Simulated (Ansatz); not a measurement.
# FeO (Wuestite) (Fm-3m) in Ansatz: equation of state

Aim: energy against volume of FeO (Wuestite) in PBEsol, for its equilibrium volume and stiffness.

Program: Ansatz 0.2.0. These are calculated values, not measurements. Logs are shortened: lines on timing, memory, paths and dates and some standing lists are left out, and cuts for length are marked.

### 1 The crystal as given

The structure is cubic, space group Fm-3m (No. 225). The conventional cell has a = 4.311 Å, b = 4.311 Å, c = 4.311 Å, α = 90.00°, β = 90.00°, γ = 90.00°. Fe (site symmetry m-3m) has 6 O at 2.16 Å as nearest neighbours. O (site symmetry m-3m) is surrounded by 6 Fe at 2.16 Å.

### 2 Equation of state, PBEsol, collinear spin, ferromagnetic start

Potentials or basis: all-electron LAPW, scalar-relativistic.

This step only gathers the single runs of the series.

What came out:

```yaml
Equilibrium_volume: 9.57 Å³/atom
Bulk_modulus: 208 GPa
Pressure_derivative_of_the_bulk_modulus: 4.4
```

Energy against volume, from the lowest point:
```tsv
volume (Å³/atom)	energy (meV/atom)
9.413	1.51
9.613	0.00
9.813	3.80
10.013	12.34
10.214	25.10
10.414	41.64
10.614	61.54
```
